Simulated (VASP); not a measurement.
# PbS (P-6m2) in VASP: a series of runs, part 2 of 2

VASP 6.6.1. The steps go on from the part before.

### Step 3. Single point, PBE

File INCAR:

```
SYSTEM = PbS
PREC = Accurate
ENCUT = 300
EDIFF = 1E-6
ISMEAR = 0
SIGMA = 0.05
LREAL = .FALSE.
LASPH = .TRUE.
NELM = 100
ALGO = Normal
ISIF = 2
LWAVE = .FALSE.
LCHARG = .FALSE.
GGA = PE
NBANDS = 12
ADDGRID = .FALSE.
```

File KPOINTS:

```
Automatic mesh
0
G
  4 4 4
  0 0 0
```

File POSCAR:

```
PbS
1.0
    4.0896976867      0.0000000000      0.0000000000
   -2.0448488433      3.5417820905      0.0000000000
    0.0000000000      0.0000000000      3.7881670000
Pb S
1 1
Direct
    0.0512430000     -0.0024510000     -0.0244300000
    0.6810560000      0.3414810000      0.4970830000
```

Potentials or basis: VASP PAW PBE potentials, release 64 (Pb, S).

On the command line:

```sh
> cat potpaw_PBE.64/Pb/POTCAR potpaw_PBE.64/S/POTCAR > POTCAR
> mpirun -np 1 vasp_std > vasp.out
```

OUTCAR:

```text
SYSTEM = PbS
   PREC = Accurate
   ENCUT = 300
   EDIFF = 1E-6
   ISMEAR = 0
   LREAL = .FALSE.
   LASPH = .TRUE.
   NELM = 100
   ISIF = 2
   GGA = PE

 Found     36 irreducible k-points:

 Following reciprocal coordinates:
            Coordinates               Weight
  0.000000  0.000000  0.000000      1.000000
  0.250000  0.000000  0.000000      2.000000
  0.000000  0.250000  0.000000      2.000000
 -0.250000  0.250000  0.000000      2.000000
  0.500000  0.000000  0.000000      1.000000
  0.000000  0.500000  0.000000      1.000000
   k-points           NKPTS =     36   k-points in BZ     NKDIM =     36   number of bands    NBANDS=     12
   number of dos      NEDOS =    301   number of ions     NIONS =      2
   total plane-waves  NPLWV =  13824
   dimension x,y,z NGX =    24 NGY =   24 NGZ =   24
   dimension x,y,z NGXF=    48 NGYF=   48 NGZF=   48
   ions per type =               1   1
   NGX,Y,Z   is equivalent  to a cutoff of   9.76,  9.76, 10.53 a.u.
   NGXF,Y,Z  is equivalent  to a cutoff of  19.51, 19.51, 21.07 a.u.
 SYSTEM =  PbS
   PREC   = accura    normal or accurate (medium, high low for compatibility)
   ISTART =      0    job   : 0-new  1-cont  2-samecut
   ICHARG =      2    charge: 1-file 2-atom 10-const
   ISPIN  =      1    spin polarized calculation?
   LNONCOLLINEAR =      F non collinear calculations
   LSORBIT =      F    spin-orbit coupling
   LASPH  =      T    aspherical Exc in radial PAW
   ENCUT  =  300.0 eV  22.05 Ry    4.70 a.u.   5.78  5.78  5.35*2*pi/ulx,y,z
   NELM   =    100;   NELMIN=  2; NELMDL= -5     # of ELM steps
   EDIFF  = 0.1E-05   stopping-criterion for ELM
   LREAL  =      F    real-space projection
   EDIFFG = 0.1E-04   stopping-criterion for IOM
   NSW    =      0    number of steps for IOM
   IBRION =     -1    ionic relax: 0-MD 1-quasi-New 2-CG
   NFREE  =      0    steps in history (QN), initial steepest desc. (CG)
   ISIF   =      2    stress and relaxation
   ISYM   =      2    0-nonsym 1-usesym 2-fastsym
   POTIM  = 0.5000    time-step for ionic-motion
   TEBEG  =    0.0;   TEEND  =   0.0 temperature during run
   PSTRESS=    0.0 pullay stress
   NELECT =      10.0000    total number of electrons
   NUPDOWN=      -1.0000    fix difference up-down
   EMIN   =  10.00;   EMAX   =-10.00  energy-range for DOS
   EFERMI =   0.00;   METHOD = LEGACY
   ISMEAR =     0;   SIGMA  =   0.05  broadening in eV -4-tet -1-fermi 0-gaus
   EFERMI_NEDOS =   21; number of points for ismear=-14 and -15
   IALGO  =     38    algorithm
   IMIX   =      4    mixing-type and parameters
     AMIX     =   0.40;   BMIX     =  1.00
[... 21 lines left out ...]
  ---------------------------------------------------
  ext. energy  EPLUGINS =         0.00000000
  ---------------------------------------------------
  free energy    TOTEN  =        -8.52250862 eV

  energy without entropy =       -8.52230211  energy(sigma->0) =       -8.52240536

 E-fermi :   3.9813     XC(G=0):  -9.3372

 val. band max:        3.9198203510   @ k =   0.0000   0.0000   0.5000
 cond. band min:       4.0535371662   @ k =  -0.2500   0.5000   0.5000
 fundamental gap:      0.1337168152
 Fermi energy:         3.9812981269

 k-point     1 :       0.0000    0.0000    0.0000
  band No.  band energies     occupation
      1      -9.2741      2.00000
      2      -2.5309      2.00000
      3       1.7398      2.00000
      4       1.9474      2.00000
      5       2.4881      2.00000
      6       6.9412      0.00000
      7       7.8540      0.00000
      8       9.0714      0.00000
      9      10.5339      0.00000
     10      10.9073      0.00000
     11      14.3130      0.00000
     12      15.1868      0.00000
[... 61 lines left out ...]
 k-point     6 :       0.0000    0.5000    0.0000
  band No.  band energies     occupation
      1      -8.1989      2.00000
      2      -4.6486      2.00000
      3       1.2901      2.00000
      4       2.2052      2.00000
      5       2.7452      2.00000
      6       5.7939      0.00000
      7       7.7416      0.00000
      8       8.5870      0.00000
      9       9.9151      0.00000
     10      14.5838      0.00000
     11      14.7621      0.00000
     12      15.1374      0.00000

 [... further k-points ...]

------------------------ aborting loop because EDIFF is reached ----------------------------------------

  FORCE on cell =-STRESS in cart. coord.  units (eV):
  Direction    XX          YY          ZZ          XY          YZ          ZX
  --------------------------------------------------------------------------------------
  -------------------------------------------------------------------------------------
  Total       -0.1070689     -0.0417389      0.2294133      0.0329495      0.0044508     -0.1259194
  in kB       -3.1263093     -1.2187344      6.6986450      0.9620936      0.1299576     -3.6767236
  external PRESSURE =       0.7845338 kB  Pullay stress =       0.0000000 kB

 VOLUME and BASIS-vectors are now :
 -----------------------------------------------------------------------------
  energy-cutoff  :      300.00
  volume of cell :       54.87
      direct lattice vectors                 reciprocal lattice vectors
     4.089697687  0.000000000  0.000000000     0.244516851  0.141171870  0.000000000
    -2.044848843  3.541782090  0.000000000     0.000000000  0.282343740  0.000000000
     0.000000000  0.000000000  3.788167000     0.000000000  0.000000000  0.263979914

 POSITION                                       TOTAL-FORCE (eV/Angst)
 -----------------------------------------------------------------------------------
     -1.83027      3.53310      3.69562        -0.310033      0.060717     -0.074490
      2.08704      1.20945      1.88303         0.310033     -0.060717      0.074490
 -----------------------------------------------------------------------------------
    total drift:                               -0.000022     -0.000053     -0.000181

  FREE ENERGIE OF THE ION-ELECTRON SYSTEM (eV)
  ---------------------------------------------------
  free  energy   TOTEN  =        -8.5225086240 eV

  energy  without entropy=       -8.5223021055  energy(sigma->0) =       -8.52240536
```

stdout:

```text
POSCAR found type information on POSCAR PbS
 POSCAR found :  2 types and       2 ions
 scaLAPACK will be used
 LDA part: xc-table for (Slater+PW92), standard interpolation
 POSCAR, INCAR and KPOINTS ok, starting setup
 FFT: planning ... GRIDC
 FFT: planning ... GRID_SOFT
 FFT: planning ... GRID
 WAVECAR not read
 entering main loop
```

Run time: 4.3 s. Hardware: 1 thread of Intel Xeon 6975P-C (Granite Rapids), shared host; peak memory 0.14 GiB.

These settings aren't checked as converged: the numbers below hold their error.

What came out:

| Item | Value |
| --- | --- |
| Free energy | -8.5225 eV |
| Pressure | 0.1 GPa |
| Largest force | 0.325 eV/Å |
| Band gap on the k mesh | 0.13 eV, indirect (least direct gap 0.93 eV) |

Caveat: the k mesh is coarse (spacing up to 0.44 Å⁻¹), so the values aren't converged; the cutoff is under 1.25 times the usual one of these potentials, so pressure, stress and relaxed cells hold a basis-set (Pulay) error; spin-orbit coupling is left out, which as a rule narrows the gap of such compounds by several tenths of an eV.

### Step 4. Single point, PBE

Changes to INCAR since step 3:

```diff
@@ -2,3 +2,3 @@
 PREC = Accurate
-ENCUT = 300
+ENCUT = 250
 EDIFF = 1E-6
```

File KPOINTS:

```
Automatic mesh
0
G
  5 5 4
  0 0 0
```

File POSCAR:

```
PbS
1.0
    4.0896976867      0.0000000000      0.0000000000
   -2.0448488433      3.5417820905      0.0000000000
    0.0000000000      0.0000000000      3.7881670000
Pb S
1 1
Direct
    0.0000000000      0.0000000000      0.0000000000
    0.6666666667      0.3333333333      0.5000000000
```

Potentials or basis: VASP PAW PBE potentials, release 64 (Pb, S).

On the command line:

```sh
> cat potpaw_PBE.64/Pb/POTCAR potpaw_PBE.64/S/POTCAR > POTCAR
> mpirun -np 1 vasp_std > vasp.out
```

OUTCAR:

```text
SYSTEM = PbS
   PREC = Accurate
   ENCUT = 250
   EDIFF = 1E-6
   ISMEAR = 0
   LREAL = .FALSE.
   LASPH = .TRUE.
   NELM = 100
   ISIF = 2
   GGA = PE

 Found     15 irreducible k-points:

 Following reciprocal coordinates:
            Coordinates               Weight
  0.000000  0.000000  0.000000      1.000000
  0.200000  0.000000  0.000000      6.000000
  0.400000  0.000000  0.000000      6.000000
  0.200000  0.200000  0.000000      6.000000
  0.400000  0.200000  0.000000      6.000000
  0.000000  0.000000  0.250000      2.000000
   k-points           NKPTS =     15   k-points in BZ     NKDIM =     15   number of bands    NBANDS=     12
[... 172 lines left out ...]
  --------------------------------------------------------------------------------------
  -------------------------------------------------------------------------------------
  Total       -0.4080041     -0.4080041     -0.1789460     -0.0000000     -0.0000000      0.0000000
  in kB      -11.9133242    -11.9133242     -5.2250508     -0.0000000     -0.0000000      0.0000000
  external PRESSURE =      -9.6838998 kB  Pullay stress =       0.0000000 kB

 VOLUME and BASIS-vectors are now :
 -----------------------------------------------------------------------------
  energy-cutoff  :      250.00
  volume of cell :       54.87
      direct lattice vectors                 reciprocal lattice vectors
     4.089697687  0.000000000  0.000000000     0.244516851  0.141171870  0.000000000
    -2.044848843  3.541782090  0.000000000     0.000000000  0.282343740  0.000000000
     0.000000000  0.000000000  3.788167000     0.000000000  0.000000000  0.263979914

 POSITION                                       TOTAL-FORCE (eV/Angst)
 -----------------------------------------------------------------------------------
      0.00000      0.00000      0.00000         0.000000      0.000000      0.000000
      2.04485      1.18059      1.89408        -0.000000      0.000000      0.000000
 -----------------------------------------------------------------------------------
    total drift:                               -0.000000      0.000000      0.000000

  FREE ENERGIE OF THE ION-ELECTRON SYSTEM (eV)
  ---------------------------------------------------
  free  energy   TOTEN  =        -8.5551009749 eV

  energy  without entropy=       -8.5549247788  energy(sigma->0) =       -8.55501288
```

stdout:

```text
POSCAR found type information on POSCAR PbS
 POSCAR found :  2 types and       2 ions
 scaLAPACK will be used
 LDA part: xc-table for (Slater+PW92), standard interpolation
 POSCAR, INCAR and KPOINTS ok, starting setup
 FFT: planning ... GRIDC
 FFT: planning ... GRID_SOFT
 FFT: planning ... GRID
 WAVECAR not read
 entering main loop
```

Wall time 2.7 s (1 thread of Intel Xeon 6975P-C (Granite Rapids), shared host); peak memory 0.13 GiB.

The run converged, but a check on its numbers failed (symmetry, net force, bounds or a known fault of this set-up), so they aren't taken as properties of the crystal.

Caveat: the cutoff lies under the usual one of these potentials, so the numbers hold a large basis-set error; spin-orbit coupling is left out, which as a rule narrows the gap of such compounds by several tenths of an eV; an odd mesh through Γ misses points on the zone boundary, where band edges often lie.
